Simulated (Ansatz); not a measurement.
# MoGe2N4 bilayer (AA') in a perpendicular field, part 2 of 3

Wanted: the out-of-plane response of the MoGe2N4 bilayer (AA'). A positive field points along +c.

Ansatz 0.2.0; plane-wave DFT, r2SCAN-D4, Ansatz PAW.

So far. Step 2 (Relaxation): The lattice constant a goes from 3.020 to 2.986 Å.

## 3. Atoms held, field 0

A sawtooth potential applies the field, turning back in the middle of the vacuum. With the dipole correction the typed value is the field outside the slab. The induced dipole is small, so the SCF threshold is tight.

The cell differs from the one that the last finished run ended in (c 65.818 → 35.527 Å).

input.yaml reads:

```yaml
crystal:
  lattice:
    - [2.9863979603, 0.0, 0.0]
    - [-1.4931989802, 2.5862964995, 0.0]
    - [0.0, 0.0, 35.5266419246]
  atoms:
    - { symbol: "N", position: [0.0, 0.0, 0.2533310077] }
    - { symbol: Ge, position: [0.3333333333, 0.6666666667, 0.2704580345] }
    - { symbol: "N", position: [0.3333333333, 0.6666666667, 0.3228133633] }
    - { symbol: Mo, position: [0.0, 0.0, 0.3570276529] }
    - { symbol: "N", position: [0.3333333333, 0.6666666667, 0.3912402248] }
    - { symbol: Ge, position: [0.3333333333, 0.6666666667, 0.4435723246] }
    - { symbol: "N", position: [0.0, 0.0, 0.4605123172] }
    - { symbol: "N", position: [0.3333333333, 0.6666666667, 0.5394876828] }
    - { symbol: Ge, position: [0.0, 0.0, 0.5564276754] }
    - { symbol: "N", position: [0.0, 0.0, 0.6087597752] }
    - { symbol: Mo, position: [0.3333333333, 0.6666666667, 0.6429723471] }
    - { symbol: "N", position: [0.0, 0.0, 0.6771866367] }
    - { symbol: Ge, position: [0.0, 0.0, 0.7295419655] }
    - { symbol: "N", position: [0.3333333333, 0.6666666667, 0.7466689923] }
kpoints:
  mp_grid: { grid: [18, 18, 1] }
  band_path:
    path: [[0, 0, 0], [0.5, 0, 0], [0.33333333, 0.33333333, 0], [0, 0, 0]]
    npoints: 16
hamiltonian:
  xc: r2scan
  dispersion: d4
scf:
  occupations: { method: fermi_dirac, width: 0.05 }
  convergence: { dr2_threshold: 1.0e-10 }
efield:
  axis: 3
  dipole_correction: true
  ramp_position: 0.97
  ramp_width: 0.06
  amplitude: 0
output:
  dos: { projected: true, e_range: [-6, 5] }
  bader: true
  write_potential: true
  write_density: true
  volumetric_format: npy
  elf: true
```

On the command line:

```console
$ ansatz run input.yaml --threads 4 --pin off --max-ram 12288MiB --backend cpu --events-out ev --progress --plain --runs-dir out
```

Numbers of over 12 decimals in the logs are rounded to 6 here.

The log of the run:

```text
[...]
Crystal: 14 atoms, lattice volume = 274.398 Å³
Basis set: ecut = 500 eV, 7089 PW (Γ), exchange–correlation on 96×96×1080 points (64 copies of the dense FFT grid, shifted against one another)
Bands: 76, of which v1, the nominal top of the filled ones, is band 62 counted from 1 (61 counted from 0)
Symmetry: 6 space group operations
k-points: 37 of 324 (time reversal used)
[...]
SCF iter   1: F=—  HF=-30231.377674 eV  |F-HF|=—  |Δ(HF+E_count)|=         —  Δρ=9.67e-3  dr2=2.94e-1  dr2_τ=9.92e-1  ethr=1.77e-3  p=-0.000 e·Å  D=-1.86e-14 V/Å  ΔV_dip=0.00 eV  dr2_dipole=1.07e-7  V_vac-E_F(+/−)=5.01/5.01 eV  ⟨swp⟩=7.8  Hψ=12171  notcnv=0  defer=37
efield: sawtooth ramp at fractional position 0.9700 (set: `efield.ramp_position`, or a place that a band, a saddle search or an elastic batch's reference lends), width 0.0600; the density the first Hamiltonian is built on has a dipole p = -0.000 e·Å; the dipole correction subtracts the counter field D = -1.86e-14 V/Å, which shifts the + side's vacuum level by +0.00 eV against the − side's; the planar-averaged density in the ramp window peaks in size at 1.0e-5 e/Å³
[...]
SCF iter   2: F=—  HF=-30231.605537 eV  |F-HF|=—  |Δ(HF+E_count)|=   2.28e-1  Δρ=5.75e-3  dr2=1.01e-1  dr2_τ=1.96e-2  ethr=2.37e-4  p=-0.000 e·Å  D=-7.67e-5 V/Å  ΔV_dip=0.00 eV  dr2_dipole=2.18e-7  V_vac-E_F(+/−)=5.03/5.03 eV  ⟨swp⟩=3.0  Hψ=5978  notcnv=0  defer=268
[...]
SCF iter  15: F=-30231.600500 eV  HF=-30231.600500 eV  |F-HF|=9.09e-11  |Δ(HF+E_count)|=  1.86e-10  Δρ=2.73e-8  dr2=5.99e-12  dr2_τ=2.10e-13  ethr=1.00e-12  p=-0.000 e·Å  D=-2.44e-8 V/Å  ΔV_dip=0.00 eV  dr2_dipole=5.08e-14  V_vac-E_F(+/−)=4.98/4.98 eV  ⟨swp⟩=1.7  Hψ=5748  notcnv=0
SCF 1 converged in 15 iterations: F = -30231.600500 eV  dr2 = 5.99e-12
[...]
NSCF: frozen V_eff on 49 k-points
efield: sawtooth ramp at fractional position 0.9700 (kept from the solve that this one continues, or follows in the run), width 0.0600; the density the first Hamiltonian is built on has a dipole p = -0.000 e·Å; the dipole correction subtracts the counter field D = -2.44e-8 V/Å, which shifts the + side's vacuum level by +0.00 eV against the − side's; the planar-averaged density in the ramp window peaks in size at 1.3e-6 e/Å³
[...]
SCF converged after 15 iterations
an eigenvalue changed by more than its tolerance at an iteration that met the thresholds in force, so the SCF went on 1 time: the last check found none over its tolerance
Free energy (F): -30231.600500 eV
[...]
Internal energy: -30231.600500 eV  (E = F + TS)
E sigma→0 (E₀):  -30231.600500 eV
Entropy (-TS):   -0.000000 eV (-0.000 meV/atom)
Fermi energy:    5.465566 eV
Dipole field:    D = 0.000000 V/Å  (p = 0.000000 e·Å, saw-weighted, corrected)
Work function:   Φ+ = 4.9773 eV   Φ− = 4.9773 eV
Levels:          The Fermi level and band energies are counted from a zero that moves with the ramp; work functions are not
[...]
--- Band table (eV; the first three rows and the last of 37) ---
  k-point 0: bands = [... 58 lower, 2.5214, 3.0644, 4.6462, 4.8377, 7.4576, 7.5115, 7.5268, 7.6744, ... 10 higher]
  k-point 1: bands = [... 58 lower, 2.6769, 3.1061, 4.6848, 4.8339, 7.2775, 7.3690, 7.4682, 7.5821, ... 10 higher]
  k-point 2: bands = [... 58 lower, 2.7951, 3.1145, 4.6352, 4.7033, 7.1059, 7.2404, 7.4314, 7.5413, ... 10 higher]
  k-point 36: bands = [... 58 lower, 2.8649, 2.8649, 4.1237, 4.1274, 6.0658, 6.0658, 8.3554, 8.3554, ... 10 higher]
--- Bader charges: 14 sites ---
  site symbol  charge [e]  shift [e]
     0      N     -1.5770     0.0189
     1     Ge      2.1208     0.0245
     2      N     -1.4409     0.0062
     3     Mo      1.7943     0.0010
     4      N     -1.4419     0.0059
     5     Ge      2.1270     0.0243
     6      N     -1.5822     0.0190
     7      N     -1.5822     0.0190
     8     Ge      2.1270     0.0243
     9      N     -1.4418     0.0059
    10     Mo      1.7943     0.0010
    11      N     -1.4409     0.0062
    12     Ge      2.1208     0.0245
    13      N     -1.5770     0.0189
  estimated error of the sums over rays = 5.8e-4 e
```

Wall time 2.3 min (4 threads of Arm Neoverse V1, shared host); peak memory 2 GiB.

In the SCF lines HF is the Harris–Foulkes energy and dr2 the Hartree energy of the density residual, in eV; the loop may stop once dr2 is under the threshold and the program's other checks hold. Hψ counts applications of the Hamiltonian.

This step gave:

| Quantity | Value |
| --- | --- |
| dipole along the normal | 3.56e-7 e·Å |
| gap along the path | 1.226 eV |
| smallest direct gap along the path | 1.938 eV |
| ionisation energy, upper face | 5.603 eV |
| electron affinity, upper face | 4.377 eV |
| gap, the smaller of path and mesh | 1.226 eV |

Running mean over a fixed 2.5 Å (it still follows the layers) of the planar mean; the ramp of the sawtooth is left out. The electron's electrostatic potential energy less the Fermi level by z:

z (Å), electron's electrostatic potential energy less the Fermi level (eV) and a bar from the least value:
```
        4        5.0 ##############################
        5        5.0 ##############################
        6        5.0 ##############################
        7        4.6 #############################
        8       -1.0 #####################
        9       -8.3 #########
       10       -9.5 #######
       11       -7.2 ###########
       12      -12.4 ###
       13      -13.7 
       14       -8.4 #########
       15       -8.6 ########
       16       -9.5 #######
       17       -4.5 ###############
       18       -0.8 #####################
       19       -7.6 ##########
       20       -9.7 #######
       21       -7.2 ###########
       22      -11.5 ####
       23      -14.0 
       24       -9.4 #######
       25       -8.0 #########
       26       -9.6 #######
       27       -5.5 #############
       28        2.9 ###########################
       29        4.9 ##############################
       30        5.0 ##############################
       31        5.0 ##############################
       32        5.0 ##############################
```

The density of states has structure finer than the step of the table below, so its rows give means over 0.2 eV, whole bins alone (the curve runs from -6 to 2.6 eV). Peaks (eV: height): -4.26: 16.6, -4.10: 13.5, -3.24: 17.1, -1.86: 15.6, 1.75: 24.0, 1.80: 28.3, 2.13: 20.2.

The density of states by energy, zero at the Fermi level of the run, which the smearing sets inside the gap; means over each step:

energy (eV), density of states (states/eV a cell) and a bar:
```
     -5.8        9.5 #####################
     -5.6        7.8 ##################
     -5.4        5.9 #############
     -5.2        5.2 ############
     -5.0        5.8 #############
     -4.8        4.3 ##########
     -4.6        5.0 ###########
     -4.4        7.7 #################
     -4.2       12.7 #############################
     -4.0       10.0 #######################
     -3.8        9.0 ####################
     -3.6       10.0 #######################
     -3.4        9.5 ######################
     -3.2       10.0 #######################
     -3.0        6.4 ###############
     -2.8        4.3 ##########
     -2.6        2.3 #####
     -2.4        1.2 ###
     -2.2        0.0 
     -2.0        2.3 #####
     -1.8       10.2 #######################
     -1.6        3.2 #######
     -1.4        1.7 ####
     -1.2        0.8 ##
     -1.0        0.8 ##
     -0.8        1.0 ##
     -0.6        0.2 
     -0.4        0.0 
     -0.2        0.0 
      0.0        0.0 
      0.2        0.0 
      0.4        0.0 
      0.6        0.2 
      0.8        0.7 ##
      1.0        0.9 ##
      1.2        1.1 ###
      1.4        1.6 ####
      1.6        4.4 ##########
      1.8       12.0 ###########################
      2.0        5.5 ############
      2.2       13.2 ##############################
      2.4        6.6 ###############
```

Projected DOS per atom over height of the atomic layer and energy from the Fermi level. Layers: N Ge N Mo N Ge N N Ge N Mo N Ge N from below.

Ten even steps from '_' (0.00 states/eV) to '@' (2.74 states/eV), each cell a mean:
```
__....**....____....**....__
____..@@..________..@@..____
____..##..________..##..____
______..____________..______
______..____________..______
____________________________
____________________________
____________________________
____________________________
____________________________
______--____________--______
______@@____________@@______
____________________________
..__..__..__....__..__..__..
--__::__::__----__::__::__--
==__--..--__----__--..--__==
--__==::--__::::__--::==__--
--__==::==__----__==::==__--
..__......__....__......__..
..__..::..__....__..::..__..
::__..::..__::::__..::..__::
--..::::::..::::..::::::..--
```
Columns: height of the atomic layer (Å) from 9 to 26.5 (not evenly spaced); rows upwards: energy from the Fermi level (eV) from -5.96 to 2.59.

The electronic bands at the labelled points (eV, zero at the Fermi level of the run, which the smearing sets inside the gap):

| point | band 59 | band 60 | band 61 | band 62 | band 63 | band 64 | band 65 | band 66 |
| --- | --- | --- | --- | --- | --- | --- | --- | --- |
| Γ | -2.94 | -2.40 | -0.82 | -0.63 | 1.99 | 2.05 | 2.06 | 2.21 |
| halfway | -2.97 | -2.76 | -1.63 | -1.62 | 1.70 | 1.79 | 2.09 | 2.09 |
| M | -2.99 | -2.98 | -1.80 | -1.79 | 1.87 | 1.92 | 2.10 | 2.10 |
| halfway | -3.03 | -2.91 | -1.68 | -1.67 | 1.29 | 1.30 | 2.47 | 2.52 |
| K | -2.60 | -2.60 | -1.34 | -1.34 | 0.60 | 0.60 | 2.89 | 2.89 |
| halfway | -3.02 | -2.90 | -1.84 | -1.83 | 1.76 | 1.78 | 2.15 | 2.17 |
| Γ | -2.94 | -2.40 | -0.82 | -0.63 | 1.99 | 2.05 | 2.06 | 2.21 |

Valence density in the ca plane at fractional y = 0.667, with atoms of Ge and N and Mo within 0.2 Å of it. It is the smooth field of the valence electrons, not physical close to the nuclei.

Ten steps, logarithmic in the rise over the least value, from '0' (0 e/Å³) to '9' (33 e/Å³), each cell a mean:
```
00011221000001111111121111121111111000000000
00011221000001111111121111121111111000000000
11112211000011221101112222111001122100000000
32235421000123331000113554210001233310000000
43369831000135542000125665310001345420000000
43379831000145542000125665310001345420000000
32235421000124431000113554210001234310000000
11112211000012221001112232111001122100000000
```
Columns run along c (16.0 Å, from fractional 0.40 to 0.85 of the cell), rows up along a (3.0 Å). Atoms in or near the plane, at fractional coordinates: Ge at (0.44, 0.33), N at (0.54, 0.33), Mo at (0.64, 0.33), N at (0.75, 0.33).

Electrostatic potential energy in the ca plane at fractional y = 0.667, with atoms of Ge and N and Mo within 0.2 Å of it. With pseudopotentials it is smooth inside the atoms' cores, unlike the true potential.

Ten even steps from '0' (-45 eV) to '9' (10 eV), each cell a mean:
```
99999999999998888899987546899998888999999875
99999999999998888899987546899998888999999875
99999999999998766889988667889987668899999877
99999999999987433587457888646864335899998546
99999999999985211363005887201652113799995003
99999999999985201363005887101652013799995003
99999999999986423576347888535763235899998436
99999999999998766789888767889987667899999877
```
Columns run along c (16.0 Å, from fractional 0.11 to 0.57 of the cell; values clipped at the 3rd and 97th percentile), rows up along a (3.0 Å). Atoms in or near the plane, at fractional coordinates: Ge at (0.27, 0.33), N at (0.32, 0.33), N at (0.39, 0.33), Ge at (0.44, 0.33), N at (0.54, 0.33).

ELF in the ca plane at fractional y = 0.667, with atoms of Ge and N and Mo within 0.2 Å of it. It is the smooth field of the valence electrons, not physical close to the nuclei.

Values, 5 rows by 16 columns, each cell a mean:
```
0.09 0.40 0.64 0.19 0.12 0.25 0.29 0.66 0.29 0.50 0.53 0.24 0.23 0.06 0.00 0.00
0.32 0.34 0.52 0.12 0.41 0.47 0.23 0.49 0.28 0.35 0.39 0.29 0.53 0.31 0.04 0.00
0.65 0.13 0.20 0.13 0.79 0.66 0.20 0.21 0.63 0.47 0.12 0.47 0.67 0.77 0.23 0.01
0.65 0.08 0.16 0.16 0.79 0.55 0.21 0.22 0.61 0.55 0.10 0.49 0.52 0.82 0.28 0.01
0.48 0.28 0.40 0.10 0.61 0.63 0.20 0.35 0.41 0.32 0.27 0.36 0.70 0.51 0.08 0.00
```
Columns run along c (16.0 Å, from fractional 0.40 to 0.85 of the cell), rows up along a (3.0 Å). Atoms in or near the plane, at fractional coordinates: Ge at (0.44, 0.33), N at (0.54, 0.33), Mo at (0.64, 0.33), N at (0.75, 0.33).

The gap is 1.23 eV, with the valence edge 5.60 eV and the conduction edge 4.38 eV under the upper vacuum level.

## 4. Atoms held, field 0.1 V/Å

input.yaml: that of step 3 with these lines changed.

```diff
@@ -34,8 +34,6 @@
   dipole_correction: true
-  ramp_position: 0.97
-  ramp_width: 0.06
-  amplitude: 0
+  ramp_position: 0.9552
+  ramp_width: 0.0895
+  amplitude: 0.1
 output:
-  dos: { projected: true, e_range: [-6, 5] }
-  bader: true
   write_potential: true
@@ -43,2 +41 @@
   volumetric_format: npy
-  elf: true
```

The log of the run:

```text
[...]
Crystal: 14 atoms, lattice volume = 274.398 Å³
Basis set: ecut = 500 eV, 7089 PW (Γ), exchange–correlation on 96×96×1080 points (64 copies of the dense FFT grid, shifted against one another)
Bands: 76, of which v1, the nominal top of the filled ones, is band 62 counted from 1 (61 counted from 0)
Symmetry: 6 space group operations
k-points: 37 of 324 (time reversal used)
[...]
k-point 0: bands = [... 58 lower, 2.5061, 3.0812, 4.6030, 4.8813, 7.3663, 7.4534, 7.6465, 7.7035, ... 10 higher]
  k-point 1: bands = [... 58 lower, 2.6580, 3.1270, 4.6335, 4.8855, 7.2098, 7.3614, 7.4908, 7.6315, ... 10 higher]
  k-point 2: bands = [... 58 lower, 2.7688, 3.1425, 4.5614, 4.7773, 7.0508, 7.2678, 7.4022, 7.5964, ... 10 higher]
  k-point 36: bands = [... 58 lower, 2.7602, 2.9737, 4.0222, 4.2286, 5.9626, 6.1689, 8.2517, 8.4585, ... 10 higher]
[key lines of the parts left out:]
SCF converged after 17 iterations
Free energy (F): -30231.603965 eV
Fermi energy:    5.456656 eV
Dipole field:    D = 0.045694 V/Å  (p = 0.069291 e·Å, saw-weighted, corrected)
```

Wall time 2 min (4 threads); peak memory 1.9 GiB; 7.9 min of CPU time.

The dipole is 0.0693 e·Å, and the gap 1.076 eV.

## 5. Single point, field -0.1 V/Å

input.yaml: that of step 4 with these lines changed.

```diff
@@ -36,3 +36,3 @@
   ramp_width: 0.0895
-  amplitude: 0.1
+  amplitude: -0.1
 output:
```

The log of the run:

```text
[...]
Crystal: 14 atoms, lattice volume = 274.398 Å³
Basis set: ecut = 500 eV, 7089 PW (Γ), exchange–correlation on 96×96×1080 points (64 copies of the dense FFT grid, shifted against one another)
Bands: 76, of which v1, the nominal top of the filled ones, is band 62 counted from 1 (61 counted from 0)
Symmetry: 6 space group operations
k-points: 37 of 324 (time reversal used)
[...]
k-point 0: bands = [... 58 lower, 2.5059, 3.0810, 4.6028, 4.8811, 7.3661, 7.4532, 7.6463, 7.7033, ... 10 higher]
  k-point 1: bands = [... 58 lower, 2.6578, 3.1268, 4.6333, 4.8853, 7.2097, 7.3612, 7.4906, 7.6313, ... 10 higher]
  k-point 2: bands = [... 58 lower, 2.7686, 3.1423, 4.5612, 4.7771, 7.0506, 7.2676, 7.4020, 7.5962, ... 10 higher]
  k-point 36: bands = [... 58 lower, 2.7600, 2.9735, 4.0221, 4.2284, 5.9624, 6.1687, 8.2516, 8.4583, ... 10 higher]
[key lines of the parts left out:]
SCF converged after 17 iterations
Free energy (F): -30231.603965 eV
Fermi energy:    5.456463 eV
Dipole field:    D = -0.045694 V/Å  (p = -0.069291 e·Å, saw-weighted, corrected)
```

Elapsed: 2 min, on 4 threads; peak memory 1.9 GiB.

The dipole is -0.0693 e·Å, and the gap 1.076 eV.

## 6. Atoms held, field 0.2 V/Å

input.yaml: that of step 5 with these lines changed.

```diff
@@ -36,3 +36,3 @@
   ramp_width: 0.0895
-  amplitude: -0.1
+  amplitude: 0.2
 output:
```

The log of the run:

```text
[...]
Crystal: 14 atoms, lattice volume = 274.398 Å³
Basis set: ecut = 500 eV, 7089 PW (Γ), exchange–correlation on 96×96×1080 points (64 copies of the dense FFT grid, shifted against one another)
Bands: 76, of which v1, the nominal top of the filled ones, is band 62 counted from 1 (61 counted from 0)
Symmetry: 6 space group operations
k-points: 37 of 324 (time reversal used)
[...]
k-point 0: bands = [... 58 lower, 2.4651, 3.1262, 4.5193, 4.9659, 7.2243, 7.4074, 7.6080, 7.6080, ... 10 higher]
  k-point 1: bands = [... 58 lower, 2.6105, 3.1809, 4.5437, 4.9760, 7.0963, 7.2964, 7.5635, 7.5907, ... 10 higher]
  k-point 2: bands = [... 58 lower, 2.7073, 3.2086, 4.4619, 4.8769, 6.9516, 7.2358, 7.4335, 7.5371, ... 10 higher]
  k-point 36: bands = [... 58 lower, 2.6596, 3.0861, 3.9187, 4.3311, 5.8590, 6.2714, 8.1476, 8.4522, ... 10 higher]
[key lines of the parts left out:]
SCF converged after 23 iterations
Free energy (F): -30231.614359 eV
Fermi energy:    5.451199 eV
Dipole field:    D = 0.091399 V/Å  (p = 0.138599 e·Å, saw-weighted, corrected)
```

Run time: 2.3 min. Hardware: 4 threads; peak memory 1.9 GiB.

The dipole is 0.139 e·Å, and the gap 0.883 eV.

## 7. Atoms held, field -0.2 V/Å

input.yaml: that of step 6 with these lines changed.

```diff
@@ -36,3 +36,3 @@
   ramp_width: 0.0895
-  amplitude: 0.2
+  amplitude: -0.2
 output:
```

The log of the run:

```text
[...]
Crystal: 14 atoms, lattice volume = 274.398 Å³
Basis set: ecut = 500 eV, 7089 PW (Γ), exchange–correlation on 96×96×1080 points (64 copies of the dense FFT grid, shifted against one another)
Bands: 76, of which v1, the nominal top of the filled ones, is band 62 counted from 1 (61 counted from 0)
Symmetry: 6 space group operations
k-points: 37 of 324 (time reversal used)
[...]
k-point 0: bands = [... 58 lower, 2.4647, 3.1258, 4.5189, 4.9655, 7.2239, 7.4070, 7.6077, 7.6077, ... 10 higher]
  k-point 1: bands = [... 58 lower, 2.6101, 3.1805, 4.5433, 4.9756, 7.0960, 7.2960, 7.5631, 7.5903, ... 10 higher]
  k-point 2: bands = [... 58 lower, 2.7069, 3.2082, 4.4615, 4.8766, 6.9512, 7.2354, 7.4331, 7.5368, ... 10 higher]
  k-point 36: bands = [... 58 lower, 2.6593, 3.0857, 3.9183, 4.3307, 5.8586, 6.2710, 8.1472, 8.4518, ... 10 higher]
[key lines of the parts left out:]
SCF converged after 23 iterations
Free energy (F): -30231.614359 eV
Fermi energy:    5.450814 eV
Dipole field:    D = -0.091399 V/Å  (p = -0.138599 e·Å, saw-weighted, corrected)
```

Wall time 2.3 min (4 threads); peak memory 1.9 GiB; 9 min of CPU time.

The dipole is -0.139 e·Å, and the gap 0.883 eV.

(Continued in part 3 of 3.)

[Logs are printed without paths, hosts, clocks, repeated set-up lines and the standing remarks that a program may print on its own settings, such as how far it seeks lower states.]

[Hosts, paths, dates, database ids (printed as entryN), source tags and the programs' standing remarks are cut or masked in the printed files.]

[Maps of the electrostatic potential energy from Ansatz leave out the sawtooth potential of an applied field or a dipole correction, so their vacuum need not be flat; planar profiles and work functions include it.]

[The density of states shown here was stored with 400 of the rows of the run's finer table, so its peaks can read low, often by over a quarter, or be missed, and its means over a window can be off by a tenth or more.]
